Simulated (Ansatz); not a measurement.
# Al (Im-3m) in Ansatz: notebook

One crystal, Al, is run at these levels: PBEsol, PBEsol+D3(BJ), PBEsol+D3(BJ)-ATM, PBEsol+D4; tasks: relaxation of cell and atoms.

Everything below comes from runs of Ansatz 0.2.0. Logs are shortened: lines on timing, memory, paths and dates and some standing lists are left out, and cuts for length are marked.

### 1 The crystal as given

Symmetry: Im-3m, No. 229, cubic system. Conventional cell: a = 3.182 Å, b = 3.182 Å, c = 3.182 Å, α = 90.00°, β = 90.00°, γ = 90.00°. Around Al (site symmetry m-3m) lie 8 Al at 2.76 Å.

This isn't the form of Al at room conditions, which is fcc.

### 2 Relaxation of cell and atoms, PBEsol

File input.yaml:

```yaml
crystal:
  lattice:
    - [-1.59121869, 1.59121869, 1.59121869]
    - [1.59121869, -1.59121869, 1.59121869]
    - [1.59121869, 1.59121869, -1.59121869]
  atoms:
    - { symbol: Al, position: [0.0, 0.0, 0.0] }
hamiltonian:
  xc: pbesol
  pseudopotentials: { kind: paw }
kpoints:
  mp_grid: { grid: [12, 12, 12] }
scf:
  occupations: { method: fermi_dirac, width: 0.05 }
output:
  forces: true
  stress: true
  eigenvalues: true
relax:
  f_tol: 0.01
  max_steps: 40
  cell: { stress_tol: 0.05 }
```

Potentials or basis: Ansatz PAW.

The run is started by

```console
ansatz run input.yaml --threads 2 --pin off --max-ram 5632MiB --backend cpu --events-out ev --progress --plain --runs-dir out
```

The log of the run:

```text
Warning: RAYON_NUM_THREADS=2 ignored (pool sized by the plan → 2); use --threads N
Engine: ansatz 0.2.0, aarch64-unknown-linux-gnu
Pseudopotentials: kind: paw
Pseudopotential: Al, paw, valence charge 3, recommended cutoff 420 eV (normal), Al.paw.azcp
Functional definition: PBEsol
  exchange = pbesol_x
  correlation = pbesol_c
Crystal: 1 atoms, lattice volume = 16.116 Å³
Basis set: ecut = 420 eV, 321 PW (Γ), exchange–correlation on 40×40×40 points (8 copies of the dense FFT grid, shifted against one another)
Bands: 6, of which v1, the nominal top of the filled ones, is band 2 counted from 1 (1 counted from 0)
Symmetry: 48 space group operations
Space group: Im-3m (ITA 229), of the structure as read, at distance tolerance 2.5e-5 Å
k-points: 72 of 1728
Non-local potential: Al, projectors of the file, l = 0: 2, l = 1: 2, l = 2: 1
PAW form: soft (Blöchl's): semilocal exchange-correlation on the pseudo side does not see the compensation charge
PAW frozen core: Al, regenerated for the run's functional, and the local potential with it (the file was generated under x = pbe(κ = 0.804, μ = 0.2195149727645171), c = pbe(β = 0.06672455060314922))
PAW one-centre angular grid: Al, 110 points (default); XC on 64 Gauss nodes
Initial density: superposition of atomic densities (neutral atoms: chi_scale 0, normalization atom), corrected by the library's trained network
Initial wavefunctions: pseudopotential atomic-orbital guess
Functional: x = pbesol(κ = 0.804, μ = 0.12345679012345678), c = pbesol(β = 0.046)
SCF iter   1: F=—  HF=-524.443522 eV  |F-HF|=—  |Δ(HF+E_count)|=         —  Δρ=4.30e-4  dr2=8.12e-6  ethr=1.77e-3  ⟨swp⟩=4.6  Hψ=3864  notcnv=0
preconditioner: auto → none  [metal: Δε(μ)=0.059 eV  Ē_g=13.418 eV  σ=0.050 eV  W_gap=0.28  n_scr=0 (ndim 8)  ℏωp=16.0 eV  f_vac=0.000  D(μ)=0.50/eV (n_scr^D=0)]
SCF iter   2: F=—  HF=-524.443528 eV  |F-HF|=—  |Δ(HF+E_count)|=   5.61e-6  Δρ=2.15e-4  dr2=1.82e-6  ethr=2.71e-7  ⟨swp⟩=2.0  Hψ=1113  notcnv=0
iter 3 did not close the SCF: its close was put off for the readings that it lacked (scf_convergence_deferred on its scf_iter line)
SCF iter   3: F=-524.443528 eV  HF=-524.443528 eV  |F-HF|=5.47e-9  |Δ(HF+E_count)|=   2.69e-7  Δρ=1.30e-5  dr2=2.15e-8  ethr=6.08e-8  ⟨swp⟩=2.1  Hψ=527  notcnv=0
iter 4 did not close the SCF: its close was put off for the readings that it lacked (scf_convergence_deferred on its scf_iter line)
SCF iter   4: F=-524.443528 eV  HF=-524.443528 eV  |F-HF|=2.74e-11  |Δ(HF+E_count)|=   4.69e-9  Δρ=1.20e-6  dr2=6.49e-11  ethr=7.17e-10  ⟨swp⟩=1.3  Hψ=442  notcnv=0
iter 5 did not close the SCF: its close was put off for the readings that it lacked (scf_convergence_deferred on its scf_iter line)
SCF iter   5: F=-524.443528 eV  HF=-524.443528 eV  |F-HF|=2.84e-12  |Δ(HF+E_count)|=  3.75e-12  Δρ=1.24e-7  dr2=2.03e-12  ethr=2.16e-12  ⟨swp⟩=2.2  Hψ=525  notcnv=0
SCF iter   6: F=-524.443528 eV  HF=-524.443528 eV  |F-HF|=2.27e-13  |Δ(HF+E_count)|=  2.84e-12  Δρ=7.31e-9  dr2=7.40e-15  ethr=1.00e-12  ⟨swp⟩=1.9  Hψ=1403  notcnv=0
SCF 1 converged in 6 iterations: F = -524.443528 eV  dr2 = 7.40e-15
relax step   1: F+E_penalty+E_count = -524.44352794 eV  Δ(F+E_penalty+E_count) = +0.000e0 eV  max|allowed force component| = 0.000e0 eV/Å  Δτ_max = 0.0000 Å  P = +2.247 GPa  Ω = 16.116 Å³  (6 SCF iters, dr2 threshold 1.00e-7 eV, accepted)
Crystal: 1 atoms, lattice volume = 16.578 Å³
Initial density: handed on by an earlier stage of this run
Initial wavefunctions: those handed on with the density
iter 1 solved again at ethr=3.23e-6 eV; its pass at ethr=3.10e-3 eV (dr2=9.69e-5 eV) is discarded
SCF iter   1: F=—  HF=-524.446701 eV  |F-HF|=—  |Δ(HF+E_count)|=         —  Δρ=7.51e-4  dr2=1.07e-4  ethr=3.23e-6  ⟨swp⟩=1.9  Hψ=4462  notcnv=0
preconditioner: auto → none  [metal: Δε(μ)=0.088 eV  Ē_g=13.172 eV  σ=0.050 eV  W_gap=0.36  n_scr=0 (ndim 8)  ℏωp=15.8 eV  f_vac=0.000  D(μ)=0.48/eV (n_scr^D=0)]
SCF iter   2: F=—  HF=-524.446609 eV  |F-HF|=—  |Δ(HF+E_count)|=   9.19e-5  Δρ=3.52e-4  dr2=2.33e-5  ethr=3.23e-6  ⟨swp⟩=1.0  Hψ=432  notcnv=0
SCF iter   3: F=-524.446590 eV  HF=-524.446590 eV  |F-HF|=8.76e-10  |Δ(HF+E_count)|=   1.86e-5  Δρ=7.02e-6  dr2=5.68e-9  ethr=3.33e-9  ⟨swp⟩=3.5  Hψ=1807  notcnv=0
SCF 2 converged in 3 iterations: F = -524.446590 eV  dr2 = 5.68e-9
relax step   2: F+E_penalty+E_count = -524.44659042 eV  Δ(F+E_penalty+E_count) = -3.062e-3 eV  max|allowed force component| = 0.000e0 eV/Å  Δτ_max = 0.0000 Å  P = +0.027 GPa  Ω = 16.578 Å³  energy of the carried Pulay correction = -1.494e-4 eV  (3 SCF iters, dr2 threshold 1.00e-7 eV, accepted)
Initial wavefunctions: pseudopotential atomic-orbital guess (no wavefunctions were taken with the density)
iter 1 solved again at ethr=5.35e-10 eV; its pass at ethr=3.10e-3 eV (dr2=1.60e-8 eV) is discarded
SCF iter   1: F=—  HF=-524.446770 eV  |F-HF|=—  |Δ(HF+E_count)|=         —  Δρ=2.49e-5  dr2=1.28e-8  ethr=5.35e-10  ⟨swp⟩=3.2  Hψ=5281  notcnv=0
preconditioner: auto → none  [metal: Δε(μ)=0.089 eV  Ē_g=13.172 eV  σ=0.050 eV  W_gap=0.36  n_scr=0 (ndim 8)  ℏωp=15.8 eV  f_vac=0.000  D(μ)=0.48/eV (n_scr^D=0)]
SCF iter   2: F=—  HF=-524.446780 eV  |F-HF|=—  |Δ(HF+E_count)|=   9.28e-6  Δρ=1.24e-5  dr2=3.07e-9  ethr=4.27e-10  ⟨swp⟩=1.0  Hψ=433  notcnv=0
SCF iter   3: F=-524.446780 eV  HF=-524.446780 eV  |F-HF|=4.55e-12  |Δ(HF+E_count)|=   1.90e-9  Δρ=3.04e-7  dr2=6.21e-12  ethr=1.00e-12  ⟨swp⟩=4.1  Hψ=1524  notcnv=0
SCF 3 converged in 3 iterations: F = -524.446780 eV  dr2 = 6.21e-12
relax step   3: F+E_penalty+E_count = -524.44677954 eV  Δ(F+E_penalty+E_count) = -1.891e-4 eV  max|allowed force component| = 0.000e0 eV/Å  Δτ_max = 0.0000 Å  P = +0.051 GPa  Ω = 16.578 Å³  stress off target by 5.06e-2 GPa  SCF on the basis re-selected at this cell (its energy is not comparable with the rows above)  (3 SCF iters)
basis re-selected at this cell: Δ(F+E_penalty+E_count) = -1.891e-4 eV, ΔP = +0.023 GPa vs the last step (what re-selecting the basis moved, of the pressure what is left beyond the Pulay correction that the steps carried, after the strain that the cell walked since its last selection, with what the two solves' SCF thresholds leave and, on support functions, any second-order correction that the steps lacked; it is no measure of the basis error at this ecutwfc). This SCF's stress stands 5.06e-2 GPa from its target on what of the cell is left free (relax.cell.stress_tol is 5.00e-2 GPa) and its largest allowed force component is 0.00e0 eV/Å (relax.f_tol is 1.00e-2 eV/Å): not within both, so this SCF does not close the relaxation
Crystal: 1 atoms, lattice volume = 16.589 Å³
iter 1 solved again at ethr=1.54e-9 eV; its pass at ethr=3.10e-3 eV (dr2=4.61e-8 eV) is discarded
SCF iter   1: F=—  HF=-524.446768 eV  |F-HF|=—  |Δ(HF+E_count)|=         —  Δρ=1.65e-5  dr2=5.11e-8  ethr=1.54e-9  ⟨swp⟩=2.4  Hψ=4209  notcnv=0
preconditioner: auto → none  [metal: Δε(μ)=0.089 eV  Ē_g=13.166 eV  σ=0.050 eV  W_gap=0.36  n_scr=0 (ndim 8)  ℏωp=15.8 eV  f_vac=0.000  D(μ)=0.48/eV (n_scr^D=0)]
SCF iter   2: F=—  HF=-524.446778 eV  |F-HF|=—  |Δ(HF+E_count)|=   9.32e-6  Δρ=7.83e-6  dr2=1.15e-8  ethr=1.54e-9  ⟨swp⟩=1.0  Hψ=432  notcnv=0
SCF iter   3: F=-524.446778 eV  HF=-524.446778 eV  |F-HF|=1.82e-12  |Δ(HF+E_count)|=   1.41e-8  Δρ=3.06e-7  dr2=1.05e-11  ethr=2.13e-10  ⟨swp⟩=3.0  Hψ=877  notcnv=0
SCF 4 converged in 3 iterations: F = -524.446778 eV  dr2 = 1.05e-11
relax step   4: F+E_penalty+E_count = -524.44677767 eV  Δ(F+E_penalty+E_count) = +1.874e-6 eV  max|allowed force component| = 0.000e0 eV/Å  Δτ_max = 0.0000 Å  P = +0.002 GPa  Ω = 16.589 Å³  energy of the carried Pulay correction = -3.665e-6 eV  (3 SCF iters, dr2 threshold 6.40e-9 eV, accepted)
iter 1 solved again at ethr=1.43e-10 eV; its pass at ethr=3.10e-3 eV (dr2=4.28e-9 eV) is discarded
SCF iter   1: F=—  HF=-524.446776 eV  |F-HF|=—  |Δ(HF+E_count)|=         —  Δρ=1.21e-6  dr2=4.97e-11  ethr=1.43e-10  ⟨swp⟩=3.4  Hψ=5326  notcnv=0
SCF iter   2: F=-524.446785 eV  HF=-524.446785 eV  |F-HF|=2.05e-12  |Δ(HF+E_count)|=   9.36e-6  Δρ=4.74e-7  dr2=3.06e-12  ethr=1.00e-12  ⟨swp⟩=3.4  Hψ=1699  notcnv=0
SCF 5 converged in 2 iterations: F = -524.446785 eV  dr2 = 3.06e-12
relax step   5: F+E_penalty+E_count = -524.44678530 eV  Δ(F+E_penalty+E_count) = -7.635e-6 eV  max|allowed force component| = 0.000e0 eV/Å  Δτ_max = 0.0000 Å  P = +0.003 GPa  Ω = 16.589 Å³  stress off target by 2.66e-3 GPa  SCF on the basis re-selected at this cell (its energy is not comparable with the rows above)  (2 SCF iters)
basis re-selected at this cell: Δ(F+E_penalty+E_count) = -7.635e-6 eV, ΔP = +0.000 GPa vs the last step (what re-selecting the basis moved, of the pressure what is left beyond the Pulay correction that the steps carried, after the strain that the cell walked since its last selection, with what the two solves' SCF thresholds leave and, on support functions, any second-order correction that the steps lacked; it is no measure of the basis error at this ecutwfc). This SCF's stress stands 2.66e-3 GPa from its target on what of the cell is left free (relax.cell.stress_tol is 5.00e-2 GPa) and its largest allowed force component is 0.00e0 eV/Å (relax.f_tol is 1.00e-2 eV/Å): within both
SCF converged after 2 iterations
Free energy (F): -524.446785 eV
Harris-Foulkes:  -524.446785 eV  (|F-HF|=2.05e-12)
Internal energy: -524.442782 eV  (E = F + TS)
E sigma→0 (E₀):  -524.444784 eV
Entropy (-TS):   -0.004003 eV (-4.003 meV/atom)
Fermi energy:    7.798755 eV
--- Per-component energies (eV) ---
  E_band       = 10.349591
  E_kinetic    = 22.679012
  E_local      = 9.698243  (includes V_loc(G=0)·N_el)
  E_nonlocal   = 10.545674
  E_hartree    = 0.064185
  E_xc         = -39.359128
  E_vxc        = -29.086706  (∫ρ·V_xc dr)
  E_paw        = -454.702028  (= ΣΔE_a)
  E_vpaw       = -3.614999  (= ΣTr[D̂ρ^β])
  E_aug_tail   = -0.000002  (compensation charges beyond the density's cutoff)
  E_ewald      = -73.387877
  E_core_change = 0.019139  (= ΣΔE_core)
  E_smearing   = -0.004003  (= −TS)
  E_closure    = -0.000000  (closes the sum)
  Σ components = -524.446785   (vs F -524.446785, Δ=0.00e0)
--- Forces (eV/Å), atoms counted from 1 ---
  atom   1  Al     0.00000000    -0.00000000    -0.00000000
  max |Σ_I F_I| component: 1.59e-32 eV/Å
--- Stress (GPa, compression-positive) ---
        0.002663      -0.000000      -0.000000
       -0.000000       0.002663      -0.000000
       -0.000000       0.000000       0.002663
  P = ⅓ Tr σ = 0.0027 GPa (0.027 kbar)
--- Band table (eV; the first three rows and the last of 72) ---
  k-point 0: bands = ["-3.2536", "20.9382", "20.9382", "20.9382", "22.4112", "22.4112"]
  k-point 1: bands = ["-3.0546", "18.8141", "19.7810", "20.2114", "21.6621", "22.7285"]
  k-point 2: bands = ["-2.4595", "15.4407", "18.4161", "18.8928", "20.3880", "21.5653"]
  k-point 71: bands = ["9.6860", "9.6860", "9.6860", "10.8010", "10.8010", "13.3465"]
--- Relaxed structure (3 steps of the walk, 3 accepted, 2 SCFs on fresh bases) ---
  F+E_penalty+E_count = -524.44678530 eV   max|allowed force component| = 0.000e0 eV/Å   (the final SCF, on the basis selected at the relaxed cell)
  cell:  # Å, volume = 16.5890 Å³
    - [-1.6066449309387054, 1.6066449309387054, 1.6066449309387054]
    - [1.6066449309387054, -1.6066449309387054, 1.6066449309387054]
    - [1.6066449309387054, 1.6066449309387054, -1.6066449309387054]
  atoms:
    - { symbol: Al, position: [0.0, 0.0, 0.0] }
```

Wall time 1.8 s (2 threads of Arm Neoverse V2, shared host); peak memory 0.25 GiB.

What came out:

* Free energy: -524.4468 eV
* Relaxed volume: 16.59 Å³/atom
* Relaxed cell: a = 2.783 Å, b = 2.783 Å, c = 2.783 Å, α = 109.47°, β = 109.47°, γ = 109.47°
* Space group after relaxing (to 0.05 Å): Im-3m (No. 229)
* Energy gained by relaxing: 3.3 meV/atom
* Ionic steps: 5
* Pressure after relaxing: 0.0 GPa
* Band gap on the k mesh: none (metal or under the smearing width)

The path:
```tsv
step	energy change (eV)	largest force (eV/Å)	volume (Å³)
1	0.0000	0.0000	16.12
2	-0.0031	0.0000	16.58
3	-0.0033	0.0000	16.58
4	-0.0032	0.0000	16.59
5	-0.0033	0.0000	16.59
```

Final structure:
```xyz
1
Lattice="-1.6066 1.6066 1.6066 1.6066 -1.6066 1.6066 1.6066 1.6066 -1.6066" Properties=species:S:1:pos:R:3 pbc="T T T"
Al    0.0000    0.0000    0.0000
```

Levels at points of the mesh, in eV from the Fermi level:
```
              k point  band 1  band 2  band 3  band 4  band 5
   (0.00, 0.00, 0.00)  -11.05   13.14   13.14   13.14   14.61
  (0.00, 0.00, -0.50)   -4.26   -3.82    8.14    8.23    9.96
(-0.50, -0.50, -0.50)    1.89    1.89    1.89    3.00    3.00
```

Caveat: the plane-wave basis is chosen anew once the cell has moved, so the energies of steps on either side of that aren't comparable; the PAW data sets come from PBE, with cores solved anew for the run's functional, which leaves a small shift of forces and pressure.

### 3 Relaxation of cell and atoms, PBEsol+D3(BJ)

input.yaml, as its differences from that of step 2:

```diff
@@ -10,2 +10,3 @@
   pseudopotentials: { kind: paw }
+  dispersion: d3bj
 kpoints:
```

Potentials or basis: Ansatz PAW.

The run is started by

```console
ansatz run input.yaml --threads 2 --pin off --max-ram 5632MiB --backend cpu --events-out ev --progress --plain --runs-dir out
```

Run time: 1.1 s. Hardware: 2 threads of Arm Neoverse V2, shared host; peak memory 0.25 GiB.

Results (log left out):

| Item | Value |
| --- | --- |
| Free energy | -524.7697 eV |
| Relaxed volume | 15.90 Å³/atom |
| Relaxed cell | a = 2.744 Å, b = 2.744 Å, c = 2.744 Å, α = 109.47°, β = 109.47°, γ = 109.47° |
| Space group after relaxing (to 0.05 Å) | Im-3m (No. 229) |
| Energy gained by relaxing | 0.7 meV/atom |
| Ionic steps | 3 |
| Pressure after relaxing | 0.0 GPa |
| Band gap on the k mesh | none (metal or under the smearing width) |

Step by step:
```csv
step,energy change (eV),largest force (eV/Å),volume (Å³)
1,0.0000,0.0000,16.12
2,-0.0008,0.0000,15.90
3,-0.0007,0.0000,15.90
```

Final structure:
```yaml
crystal:
  lattice:
    - [-1.58418, 1.58418, 1.58418]
    - [1.58418, -1.58418, 1.58418]
    - [1.58418, 1.58418, -1.58418]
  atoms:
    - { symbol: Al, position: [0.00000, 0.00000, 0.00000] }
```

Levels at points of the mesh, in eV from the Fermi level:
| k point | band 1 | band 2 | band 3 | band 4 | band 5 | band 6 |
| --- | --- | --- | --- | --- | --- | --- |
| (0.00, 0.00, 0.00) | -11.36 | 13.38 | 13.38 | 13.38 | 15.22 | 15.22 |
| (0.00, 0.00, -0.50) | -4.44 | -3.89 | 8.31 | 8.45 | 10.24 | 11.70 |
| (-0.50, -0.50, -0.50) | 1.94 | 1.94 | 1.94 | 2.92 | 2.92 | 6.04 |

Caveat: the plane-wave basis is chosen anew once the cell has moved, so the energies of steps on either side of that aren't comparable; pairwise dispersion overbinds metals, which lowers pressure and volume; the PAW data sets come from PBE, with cores solved anew for the run's functional, which leaves a small shift of forces and pressure.

(Continued in part 2 of 2.)
